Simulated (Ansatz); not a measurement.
Rows from a G0W0 calculation on SnO (puckered monolayer (GeS type)) (Ansatz 0.2.0; G0W0 on PBE, plane waves, PAW; PAW set soft_1; 4×4×1 mesh, 371 empty bands, screening to 54 eV, PAW set soft_1 files), in eV. Spin-orbit coupling is left out.

```tsv
row	k	band	start	Σx	Σc at the solution	Vxc
A	(0.000, 0.250, 0.000)	v1	-5.296	-19.113	2.225	-16.120
B	Γ	c2	-2.176	-7.174	-3.132	-11.330
C	(0.000, 0.250, 0.000)	c2	-1.143	-7.810	-2.755	-11.617
D	Γ	c1	-2.267	-6.961	-2.682	-10.476
E	Γ	v1	-5.420	-18.944	2.364	-15.783
F	(0.000, 0.250, 0.000)	c1	-1.358	-6.970	-2.825	-10.775
```

Question: Give the quasiparticle energies and the shift of each level.

The quasiparticle equation reads E = start + Σx + Σc(E) − Vxc.

```tsv
row	E (eV)	shift (eV)
A	-6.063	−0.767
B	-1.152	+1.024
C	-0.091	+1.051
D	-1.434	+0.833
E	-6.217	−0.797
F	-0.378	+0.980
```

The gap over the computed points goes from 2.94 eV to 4.63 eV.

Limits: not at the basis limit; coarse mesh for a sheet; no spin-orbit coupling.

[Paths, hosts, dates, memory and timing lines, banners, echoed tables and standing remarks are left out of the program output.]

[Logs are printed without paths, hosts, clocks, repeated set-up lines and the standing remarks that a program may print on its own settings, such as how far it seeks lower states.]

[Runs of the session that timed out or met a known fault of the program may be left out.]

[Cells called generated may have been cut or substituted from an entry of the Crystallography Open Database or the Materials Project.]

[Hosts, paths, dates, database ids (printed as entryN), source tags and the programs' standing remarks are cut or masked in the printed files.]
